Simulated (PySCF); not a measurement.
[PySCF 2.14: NMR shieldings at PBE0/pcSseg-1/GIAO; GFN2-xTB structure; no solvent model; fast rotation and ring inversion assumed for equivalent nuclei; a single conformation; no relativistic terms]

Chemical shifts δ = σref − σ; TMS for 1H, 13C, all at this level. Shifts are as computed. Against solution values, carbons near 30 ppm lie about +3 ppm off and those near 130 ppm about +5 ppm. Of 1211 compounds with measured shifts, 218 miss one by over three times the rms of a fit or turn the order of signals round; such compounds aren't used in these exercises.

Q: Order these molecules by the shift of their most deshielded carbon-bound hydrogen, lowest δ first.
A. CPc1ccc(C)cc1
B. C1=C[C@H]2C=C[C@@H]1C2
C. C#CC=C1CCC1
D. c1cpcpc1

A: C (5.57 ppm, hydrogen on an alkene CH), B (7.21 ppm, hydrogen on an alkene CH), A (7.67 ppm, hydrogen on an aromatic CH), D (11.03 ppm, hydrogen on an aromatic CH).

Q: Order these molecules by the shift of their most shielded carbon, lowest δ first.
A. C#CC=C1CCC1
B. C1=C[C@H]2C=C[C@@H]1C2
C. C#C/C=C(/C)C=C
D. c1cpcpc1

A: A (16.3 ppm, sp3 CH2 in a ring), C (21.3 ppm, allylic methyl carbon), B (53.6 ppm, allylic sp3 CH), D (137.4 ppm, aromatic CH).

Q: How many 13C and 1H signals does each give (equivalence by symmetry and fast rotation, but not about amide C–N or C=N bonds)? `CPc1ccc(C)cc1`, `C1=C[C@H]2C=C[C@@H]1C2`, `C#C/C=C(/C)C=C`, `C#CC=C1CCC1`, `c1cpcpc1`

A: CPc1ccc(C)cc1: 6 C, 5 H; C1=C[C@H]2C=C[C@@H]1C2: 3 C, 3 H; C#C/C=C(/C)C=C: 7 C, 6 H; C#CC=C1CCC1: 7 C, 5 H; c1cpcpc1: 3 C, 3 H.
